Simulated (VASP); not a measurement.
# B in VASP: the effect of strain

B:

```xyz
1
Lattice="1.8098 0.0000 0.0000 0.0000 1.8852 0.0000 0.0000 0.0000 1.8852" Properties=species:S:1:pos:R:3 pbc="T T T"
B     0.9049    0.9426    0.9426
```

The cell isn't the ideal one: strain = -0.04.

Alike in all runs:

* Program: VASP 6.6.1
* Task: single point
* Functional: PBE
* Potentials or basis: VASP PAW PBE potentials, release 64 (B)
* Cutoff: 520 eV
* k mesh: 14 × 14 × 14
* Occupations: fermi-dirac, width 0.05 eV
* Spin: no spin polarisation
* Strain kind: uniaxial_x
* Further INCAR settings: ALGO = Normal; EDIFF = 1e-06; NBANDS = 8

```tsv
strain	pressure (GPa)
-0.04	?
-0.02	5.5
-0.01	2.9
0	0.4
0.01	-1.8
0.02	-3.9
0.04	-7.7
```

**Question.** What does the run with strain -0.04 give?

**Answer.** Pressure 11.3 GPa.

Worked out: A parabola through the other rows of the pressure, of slope -299 GPa per unit of strain there, extrapolates to 11.2 GPa, against the run's 11.3.
